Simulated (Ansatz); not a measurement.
**Converging the field response of a BaZrO3 (001), BaO faces film**

Aim: a convergence study of the equivalent conductor thickness of a BaZrO3 (001), BaO faces film, with the cost of each setting.

Method: plane-wave DFT, PBE, Ansatz PAW, in the first sound run; inputs show where later runs differ, in Ansatz 0.2.0.

This is a report of a sequence of runs, with most program output left out.

## (1) Set-up

The cell holds 12 atoms: 3 Ba, 7 O and 2 Zr. Its edges and angles: a = 4.190 Å, b = 4.190 Å, c = 26.380 Å, α = 90.0°, β = 90.0°, γ = 90.0°. It derives from BaZrO3 (perovskite BaZrO3). Vacuum lies along c.

## (2) Single point, setting first choice

The first choice: the default cutoff of 420 eV, a 6×6×1 mesh, 18 Å of vacuum, 0.1 V/Å and a tight threshold. Each later run changes one input against this one; other functionals and files bring their own cutoffs.

input.yaml reads:

```yaml
crystal:
  lattice:
    - [4.19, 0.0, 0.0]
    - [0.0, 4.19, 0.0]
    - [0.0, 0.0, 26.38]
  atoms:
    - { symbol: Ba, position: [0.0, 0.0, 0.3411675512] }
    - { symbol: O, position: [0.5, 0.5, 0.3411675512] }
    - { symbol: Zr, position: [0.5, 0.5, 0.4205837756] }
    - { symbol: O, position: [0.0, 0.5, 0.4205837756] }
    - { symbol: O, position: [0.5, 0.0, 0.4205837756] }
    - { symbol: Ba, position: [0.0, 0.0, 0.5] }
    - { symbol: O, position: [0.5, 0.5, 0.5] }
    - { symbol: Zr, position: [0.5, 0.5, 0.5794162244] }
    - { symbol: O, position: [0.0, 0.5, 0.5794162244] }
    - { symbol: O, position: [0.5, 0.0, 0.5794162244] }
    - { symbol: Ba, position: [0.0, 0.0, 0.6588324488] }
    - { symbol: O, position: [0.5, 0.5, 0.6588324488] }
kpoints:
  mp_grid: { grid: [6, 6, 1] }
hamiltonian:
  xc: pbe
scf:
  occupations: { method: fixed }
  convergence: { dr2_threshold: 1.0e-10 }
efield:
  axis: 3
  dipole_correction: true
  ramp_position: 0.97
  ramp_width: 0.06
  amplitude: 0.1
output:
  write_potential: true
  write_density: true
  volumetric_format: npy
```

Command:

```
$ ansatz run input.yaml --threads 2 --pin off --max-ram 3072MiB --backend cpu --events-out ev --progress --plain --runs-dir out
```

Elapsed: 12 s, on 2 threads of Intel Xeon 6975P-C (Granite Rapids), shared host; peak memory 0.87 GiB; 23 s of CPU time.

Numbers from this step:

- gap on the k-mesh: 2.146 eV
- dipole along the normal: 0.09198 e·Å
- equivalent conductor thickness p/(ε₀AE): 9.480 Å

Running mean over 4.19 Å of the planar mean, with the applied field; the ramp of the sawtooth is left out. The electron's electrostatic potential energy less the highest filled level by z:

```
z (Å)  electron's electrostatic potential energy less the highest filled level (eV)
  3.5                                                                          2.79
  4.0                                                                          2.84
  4.5                                                                          2.89
  5.0                                                                          2.92
  5.5                                                                          2.93
  6.0                                                                          2.78
  6.5                                                                          2.12
  7.0                                                                         0.836
  7.5                                                                        -0.273
  8.0                                                                        -0.765
  8.5                                                                         -1.31
  9.0                                                                         -2.88
  9.5                                                                         -4.42
 10.0                                                                         -4.88
 10.5                                                                         -4.92
 11.0                                                                         -4.90
 11.5                                                                         -4.86
 12.0                                                                         -4.84
 12.5                                                                         -4.82
 13.0                                                                         -4.81
 13.5                                                                         -4.80
 14.0                                                                         -4.80
 14.5                                                                         -4.79
 15.0                                                                         -4.80
 15.5                                                                         -4.82
 16.0                                                                         -4.82
 16.5                                                                         -4.71
 17.0                                                                         -4.01
 17.5                                                                         -2.27
 18.0                                                                        -0.907
 18.5                                                                        -0.428
 19.0                                                                         0.241
 19.5                                                                          1.54
 20.0                                                                          2.79
 20.5                                                                          3.38
 21.0                                                                          3.55
 21.5                                                                          3.63
 22.0                                                                          3.69
 22.5                                                                          3.74
 23.0                                                                          3.79
```

The dipole corresponds to a conductor 9.480 Å thick.

## (3) Run, box 26.4 Å

input.yaml, as its differences from that of step 2:

```diff
@@ -31,2 +31,4 @@
   amplitude: 0.1
+basis:
+  ecutwfc: "250 eV"
 output:
```

It took 5.5 s on 2 threads; peak memory 0.56 GiB; 10 s of CPU time.

The dipole corresponds to a conductor 9.501 Å thick, +0.22 % from the first choice, at 0.45 times its CPU time.

## (4) Single point, box 26.4 Å

input.yaml, as its differences from that of step 3:

```diff
@@ -32,3 +32,3 @@
 basis:
-  ecutwfc: "250 eV"
+  ecutwfc: "330 eV"
 output:
```

Run time: 8 s. Hardware: 2 threads; peak memory 0.69 GiB; 15 s of CPU time.

The dipole corresponds to a conductor 9.485 Å thick, +0.05 % from the first choice, at 0.66 times its CPU time.

## (5) Run, box 26.4 Å (run 2)

input.yaml, as its differences from that of step 4:

```diff
@@ -32,3 +32,3 @@
 basis:
-  ecutwfc: "330 eV"
+  ecutwfc: "600 eV"
 output:
```

The job ended after 20 s (2 threads; peak memory 1.3 GiB; 39 s of CPU time).

The dipole corresponds to a conductor 9.482 Å thick, +0.01 % from the first choice, at 1.7 times its CPU time.

## (6) Run, box 26.4 Å (run 3)

input.yaml, as its differences from that of step 5:

```diff
@@ -19,3 +19,3 @@
 kpoints:
-  mp_grid: { grid: [6, 6, 1] }
+  mp_grid: { grid: [1, 1, 1] }
 hamiltonian:
@@ -31,4 +31,2 @@
   amplitude: 0.1
-basis:
-  ecutwfc: "600 eV"
 output:
```

It took 1.5 s on 2 threads; peak memory 0.5 GiB.

The dipole corresponds to a conductor 11.351 Å thick, +19.73 % from the first choice, at 0.11 times its CPU time.

## (7) Single point, box 26.4 Å (run 2)

input.yaml, as its differences from that of step 6:

```diff
@@ -19,3 +19,3 @@
 kpoints:
-  mp_grid: { grid: [1, 1, 1] }
+  mp_grid: { grid: [2, 2, 1] }
 hamiltonian:
```

It took 2.9 s on 2 threads; peak memory 0.77 GiB; 5.4 s of CPU time.

The dipole corresponds to a conductor 9.649 Å thick, +1.77 % from the first choice, at 0.23 times its CPU time.

## (8) Run, box 26.4 Å (run 4)

input.yaml, as its differences from that of step 7:

```diff
@@ -19,3 +19,3 @@
 kpoints:
-  mp_grid: { grid: [2, 2, 1] }
+  mp_grid: { grid: [3, 3, 1] }
 hamiltonian:
```

Wall time 4.2 s (2 threads); peak memory 0.69 GiB; 7.9 s of CPU time.

The dipole corresponds to a conductor 9.496 Å thick, +0.17 % from the first choice, at 0.34 times its CPU time.

## (9) Single point, box 26.4 Å (run 3)

input.yaml, as its differences from that of step 8:

```diff
@@ -19,3 +19,3 @@
 kpoints:
-  mp_grid: { grid: [3, 3, 1] }
+  mp_grid: { grid: [12, 12, 1] }
 hamiltonian:
```

Run time: 35 s. Hardware: 2 threads; peak memory 1.2 GiB; 69 s of CPU time.

The dipole corresponds to a conductor 9.480 Å thick, +0.00 % from the first choice, at 3.0 times its CPU time.

## (10) Run, box 18.4 Å

The cell differs from the one that the last finished run ended in (c 26.380 → 18.380 Å).

input.yaml, the sections that differ from step 9:

```yaml
crystal:
  lattice:
    - [4.19, 0.0, 0.0]
    - [0.0, 4.19, 0.0]
    - [0.0, 0.0, 18.38]
  atoms:
    - { symbol: Ba, position: [0.0, 0.0, 0.2720348205] }
    - { symbol: O, position: [0.5, 0.5, 0.2720348205] }
    - { symbol: Zr, position: [0.5, 0.5, 0.3860174102] }
    - { symbol: O, position: [0.0, 0.5, 0.3860174102] }
    - { symbol: O, position: [0.5, 0.0, 0.3860174102] }
    - { symbol: Ba, position: [0.0, 0.0, 0.5] }
    - { symbol: O, position: [0.5, 0.5, 0.5] }
    - { symbol: Zr, position: [0.5, 0.5, 0.6139825898] }
    - { symbol: O, position: [0.0, 0.5, 0.6139825898] }
    - { symbol: O, position: [0.5, 0.0, 0.6139825898] }
    - { symbol: Ba, position: [0.0, 0.0, 0.7279651795] }
    - { symbol: O, position: [0.5, 0.5, 0.7279651795] }
kpoints:
  mp_grid: { grid: [6, 6, 1] }
# hamiltonian, scf, efield, output: as in step 9
```

Run time: 9 s. Hardware: 2 threads; peak memory 0.7 GiB.

The dipole corresponds to a conductor 9.425 Å thick, -0.59 % from the first choice, at 0.75 times its CPU time.

## (11) Run, box 22.4 Å

The cell differs from the one that the last finished run ended in (c 18.380 → 22.380 Å).

input.yaml, the sections that differ from step 10:

```yaml
crystal:
  lattice:
    - [4.19, 0.0, 0.0]
    - [0.0, 4.19, 0.0]
    - [0.0, 0.0, 22.38]
  atoms:
    - { symbol: Ba, position: [0.0, 0.0, 0.3127792672] }
    - { symbol: O, position: [0.5, 0.5, 0.3127792672] }
    - { symbol: Zr, position: [0.5, 0.5, 0.4063896336] }
    - { symbol: O, position: [0.0, 0.5, 0.4063896336] }
    - { symbol: O, position: [0.5, 0.0, 0.4063896336] }
    - { symbol: Ba, position: [0.0, 0.0, 0.5] }
    - { symbol: O, position: [0.5, 0.5, 0.5] }
    - { symbol: Zr, position: [0.5, 0.5, 0.5936103664] }
    - { symbol: O, position: [0.0, 0.5, 0.5936103664] }
    - { symbol: O, position: [0.5, 0.0, 0.5936103664] }
    - { symbol: Ba, position: [0.0, 0.0, 0.6872207328] }
    - { symbol: O, position: [0.5, 0.5, 0.6872207328] }
# kpoints, hamiltonian, scf, efield, output: as in step 10
```

Wall time 9.7 s (2 threads); peak memory 0.76 GiB.

The dipole corresponds to a conductor 9.479 Å thick, -0.01 % from the first choice, at 0.81 times its CPU time.

## (12) Run, box 34.4 Å

The cell differs from the one that the last finished run ended in (c 22.380 → 34.380 Å).

input.yaml, the sections that differ from step 11:

```yaml
crystal:
  lattice:
    - [4.19, 0.0, 0.0]
    - [0.0, 4.19, 0.0]
    - [0.0, 0.0, 34.38]
  atoms:
    - { symbol: Ba, position: [0.0, 0.0, 0.3781268179] }
    - { symbol: O, position: [0.5, 0.5, 0.3781268179] }
    - { symbol: Zr, position: [0.5, 0.5, 0.439063409] }
    - { symbol: O, position: [0.0, 0.5, 0.439063409] }
    - { symbol: O, position: [0.5, 0.0, 0.439063409] }
    - { symbol: Ba, position: [0.0, 0.0, 0.5] }
    - { symbol: O, position: [0.5, 0.5, 0.5] }
    - { symbol: Zr, position: [0.5, 0.5, 0.560936591] }
    - { symbol: O, position: [0.0, 0.5, 0.560936591] }
    - { symbol: O, position: [0.5, 0.0, 0.560936591] }
    - { symbol: Ba, position: [0.0, 0.0, 0.6218731821] }
    - { symbol: O, position: [0.5, 0.5, 0.6218731821] }
# kpoints, hamiltonian, scf, efield, output: as in step 11
```

It took 16 s on 2 threads; peak memory 1 GiB; 30 s of CPU time.

The dipole corresponds to a conductor 9.479 Å thick, -0.02 % from the first choice, at 1.3 times its CPU time.

## (13) Run, box 26.4 Å (run 5)

input.yaml, the sections that differ from step 12:

```yaml
crystal:
  lattice:
    - [4.19, 0.0, 0.0]
    - [0.0, 4.19, 0.0]
    - [0.0, 0.0, 26.38]
  atoms:
    - { symbol: Ba, position: [0.0, 0.0, 0.3411675512] }
    - { symbol: O, position: [0.5, 0.5, 0.3411675512] }
    - { symbol: Zr, position: [0.5, 0.5, 0.4205837756] }
    - { symbol: O, position: [0.0, 0.5, 0.4205837756] }
    - { symbol: O, position: [0.5, 0.0, 0.4205837756] }
    - { symbol: Ba, position: [0.0, 0.0, 0.5] }
    - { symbol: O, position: [0.5, 0.5, 0.5] }
    - { symbol: Zr, position: [0.5, 0.5, 0.5794162244] }
    - { symbol: O, position: [0.0, 0.5, 0.5794162244] }
    - { symbol: O, position: [0.5, 0.0, 0.5794162244] }
    - { symbol: Ba, position: [0.0, 0.0, 0.6588324488] }
    - { symbol: O, position: [0.5, 0.5, 0.6588324488] }
efield:
  axis: 3
  dipole_correction: true
  ramp_position: 0.97
  ramp_width: 0.06
  amplitude: 0.005
# kpoints, hamiltonian, scf, output: as in step 12
```

Run time: 11 s. Hardware: 2 threads; peak memory 0.86 GiB.

The dipole corresponds to a conductor 9.476 Å thick, -0.05 % from the first choice, at 0.96 times its CPU time.

## (14) Run, box 26.4 Å (run 6)

input.yaml, as its differences from that of step 13:

```diff
@@ -30,3 +30,3 @@
   ramp_width: 0.06
-  amplitude: 0.005
+  amplitude: 0.03
 output:
```

It took 12 s on 2 threads; peak memory 0.86 GiB.

The dipole corresponds to a conductor 9.476 Å thick, -0.04 % from the first choice, at 1.0 times its CPU time.

## (15) Single point, box 26.4 Å (run 4)

input.yaml, as its differences from that of step 14:

```diff
@@ -30,3 +30,3 @@
   ramp_width: 0.06
-  amplitude: 0.03
+  amplitude: 0.3
 output:
```

Run time: 12 s. Hardware: 2 threads; peak memory 0.88 GiB.

The dipole corresponds to a conductor 9.516 Å thick, +0.38 % from the first choice, at 1.0 times its CPU time.

## (16) Run, box 26.4 Å (run 7)

input.yaml, as its differences from that of step 15:

```diff
@@ -24,3 +24,3 @@
   occupations: { method: fixed }
-  convergence: { dr2_threshold: 1.0e-10 }
+  convergence: { dr2_threshold: 0.0001 }
 efield:
@@ -30,3 +30,3 @@
   ramp_width: 0.06
-  amplitude: 0.3
+  amplitude: 0.1
 output:
```

Run time: 11 s. Hardware: 2 threads; peak memory 0.86 GiB.

The dipole corresponds to a conductor 9.707 Å thick, +2.39 % from the first choice, at 0.90 times its CPU time.

## (17) Run, box 26.4 Å (run 8)

input.yaml, as its differences from that of step 16:

```diff
@@ -24,3 +24,3 @@
   occupations: { method: fixed }
-  convergence: { dr2_threshold: 0.0001 }
+  convergence: { dr2_threshold: 1.0e-06 }
 efield:
```

Elapsed: 11 s, on 2 threads; peak memory 0.85 GiB.

The dipole corresponds to a conductor 9.471 Å thick, -0.10 % from the first choice, at 0.92 times its CPU time.

## (18) Single point, box 26.4 Å (run 5)

input.yaml, as its differences from that of step 17:

```diff
@@ -24,3 +24,3 @@
   occupations: { method: fixed }
-  convergence: { dr2_threshold: 1.0e-06 }
+  convergence: { dr2_threshold: 1.0e-08 }
 efield:
```

It took 12 s on 2 threads; peak memory 0.86 GiB.

The dipole corresponds to a conductor 9.481 Å thick, +0.01 % from the first choice, at 0.97 times its CPU time.

[end of part 1 of 2]

[Logs are printed without paths, hosts, clocks, repeated set-up lines and the standing remarks that a program may print on its own settings, such as how far it seeks lower states.]

[Hosts, paths, dates, database ids (printed as entryN), source tags and the programs' standing remarks are cut or masked in the printed files.]

[Maps of the electrostatic potential energy from Ansatz leave out the sawtooth potential of an applied field or a dipole correction, so their vacuum need not be flat; planar profiles and work functions include it.]
